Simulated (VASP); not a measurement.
VASP 6.6.1 run: BeTe

INCAR

```
ISIF = 2
BMIX = 0.0001
ISMEAR = -1
LREAL = .FALSE.
IBRION = -1
NSW = 0
EDIFF = 1E-7
LASPH = .TRUE.
GGA = CA
PREC = Accurate
SIGMA = 0.02
NELM = 59
NBANDS = 11
LCHARG = .FALSE.
AMIX = 0.2
ENCUT = 520
LWAVE = .FALSE.
ISYM = 0
```

KPOINTS

```
KPOINTS created by Atomic Simulation Environment
0
Gamma
4 4 4
0 0 0
```

POSCAR

```
Be Te
 1.0000000000000000
     3.3650594852277229    0.0000000000000000   -0.0000000000000000
    -0.0000000000000000    3.3650594852277229    0.0000000000000000
     0.0000000000000000    0.0000000000000000    3.3650594852277229
 Be  Te
   1   1
Cartesian
 -0.0000000000000000  0.0000000000000000  0.0000000000000000
  1.6825297426138615  1.6825297426138615  1.6825297426138615
```

The recommended LDA PAW datasets give the neutral cell 8 valence electrons.

Command

```
mpirun -np 1 vasp_std
```

OSZICAR

```
N       E                     dE             d eps       ncg     rms          rms(c)
DAV:   1     0.175589786638E+02    0.17559E+02   -0.33963E+03   792   0.607E+02
DAV:   2    -0.557237731197E+01   -0.23131E+02   -0.22329E+02  1134   0.854E+01
DAV:   3    -0.649102999315E+01   -0.91865E+00   -0.90894E+00   975   0.177E+01
DAV:   4    -0.649804256269E+01   -0.70126E-02   -0.70107E-02   966   0.184E+00
DAV:   5    -0.649811943557E+01   -0.76873E-04   -0.76873E-04   940   0.186E-01    0.682E+00
DAV:   6    -0.649208131907E+01    0.60381E-02   -0.44630E-03   941   0.232E-01    0.551E+00
DAV:   7    -0.648846732376E+01    0.36140E-02   -0.40135E-02   846   0.731E-01    0.526E-01
DAV:   8    -0.648646838631E+01    0.19989E-02   -0.11768E-02   807   0.410E-01    0.183E-01
DAV:   9    -0.648645085721E+01    0.17529E-04   -0.38354E-04   945   0.107E-01    0.989E-02
DAV:  10    -0.648644132600E+01    0.95312E-05   -0.16111E-05   861   0.221E-02    0.449E-02
DAV:  11    -0.648644133595E+01   -0.99469E-08   -0.50828E-06   903   0.887E-03    0.177E-02
DAV:  12    -0.648644115728E+01    0.17867E-06   -0.34268E-07   900   0.336E-03    0.683E-03
DAV:  13    -0.648644113610E+01    0.21178E-07   -0.82161E-08   594   0.111E-03
   1 F= -.64864411E+01 E0= -.64843137E+01  d E =-.425484E-02
```

From OUTCAR

```
k-points           NKPTS =     36   k-points in BZ     NKDIM =     36   number of bands    NBANDS=     11

   NELECT =       8.0000    total number of electrons

   dimension x,y,z NGX =    28 NGY =   28 NGZ =   28
   dimension x,y,z NGXF=    56 NGYF=   56 NGZF=   56

  energy-cutoff  :      520.00
  volume of cell :       38.10
      direct lattice vectors                 reciprocal lattice vectors
     3.365059485  0.000000000  0.000000000     0.297171567  0.000000000  0.000000000
     0.000000000  3.365059485  0.000000000     0.000000000  0.297171567  0.000000000
     0.000000000  0.000000000  3.365059485     0.000000000  0.000000000  0.297171567

 k-points in reciprocal lattice and weights: KPOINTS created by Atomic Simulation Env
   0.00000000  0.00000000  0.00000000       0.016
   0.25000000  0.00000000  0.00000000       0.031
   0.00000000  0.25000000  0.00000000       0.031
   0.00000000  0.00000000  0.25000000       0.031
   0.50000000  0.00000000  0.00000000       0.016
   0.00000000  0.50000000  0.00000000       0.016
   0.00000000  0.00000000  0.50000000       0.016
   0.25000000  0.25000000  0.00000000       0.031
   ...

 E-fermi :   7.9323

 k-point     1 :       0.0000    0.0000    0.0000
  band No.  band energies     occupation
      1      -6.2991      2.00000
      2       6.4839      2.00000
      3       6.4839      2.00000
      4       6.4839      2.00000
      5       8.3275      0.00000
      6      11.8460      0.00000
      7      11.8460      0.00000
      8      15.7384      0.00000
      9      15.7384      0.00000
     10      15.7384      0.00000
     11      21.7106      0.00000

 k-point     2 :       0.2500    0.0000    0.0000
  band No.  band energies     occupation
      1      -5.6799      2.00000
      2       2.6429      2.00000
      3       7.2196      2.00000
      4       7.2196      2.00000
      5       9.5872      0.00000
      6      12.5591      0.00000
      7      13.6987      0.00000
      8      13.6987      0.00000
      9      14.1257      0.00000
     10      16.3268      0.00000
     11      18.6971      0.00000

 k-point     3 :       0.0000    0.2500    0.0000
  band No.  band energies     occupation
      1      -5.6799      2.00000
      2       2.6429      2.00000
      3       7.2196      2.00000
      4       7.2196      2.00000
      5       9.5872      0.00000
      6      12.5591      0.00000
      7      13.6987      0.00000
      8      13.6987      0.00000
      9      14.1257      0.00000
     10      16.3268      0.00000
     11      18.6971      0.00000

 k-point     4 :       0.0000    0.0000    0.2500
  band No.  band energies     occupation
      1      -5.6799      2.00000
      2       2.6429      2.00000
      3       7.2196      2.00000
      4       7.2196      2.00000
      5       9.5872      0.00000
      6      12.5591      0.00000
      7      13.6987      0.00000
      8      13.6987      0.00000
      9      14.1257      0.00000
     10      16.3268      0.00000
     11      18.6971      0.00000

 k-point     5 :       0.5000    0.0000    0.0000
  band No.  band energies     occupation
      1      -4.7435      2.00000
      2       0.1565      2.00000
      3       8.5158      0.00000
      4       8.5158      0.00000
      5      10.5495      0.00000
      6      11.3829      0.00000
      7      11.3829      0.00000
      8      12.3780      0.00000
      9      14.1619      0.00000
     10      15.6006      0.00000
     11      22.1622      0.00000

 ...

  Total       -1.0922880     -1.0922882     -1.0922881     -0.0000002     -0.0000001      0.0000004
  in kB      -45.9271507    -45.9271591    -45.9271574     -0.0000086     -0.0000058      0.0000162
  external PRESSURE =     -45.9271557 kB  Pullay stress =       0.0000000 kB

 POSITION                                       TOTAL-FORCE (eV/Angst)
 -----------------------------------------------------------------------------------
      0.00000      0.00000      0.00000         0.000000     -0.000000     -0.000000
      1.68253      1.68253      1.68253        -0.000000      0.000000      0.000000
 -----------------------------------------------------------------------------------
    total drift:                               -0.000000      0.000000      0.000000

  FREE ENERGIE OF THE ION-ELECTRON SYSTEM (eV)
  ---------------------------------------------------
  free  energy   TOTEN  =        -6.4864411361 eV

  energy  without entropy=       -6.4821862911  energy(sigma->0) =       -6.48431371
```

It converged. Results: gap between bands v and c on the k mesh -2.13 eV (bands overlap: a metal); least direct gap on the k mesh 0.42 eV; pressure -4.6 GPa. Band v is the last that the valence electrons fill when counted band by band, and c is the next.

These settings aren't sound, so the numbers aren't properties of the crystal.

On sound settings LDA gives a gap of -2.28 eV on its mesh and a pressure of -3.6 GPa for the intended cell.

The run took about 11 s on one core of a shared host (Intel Xeon Platinum 8488C) and held 0.15 GiB at most.
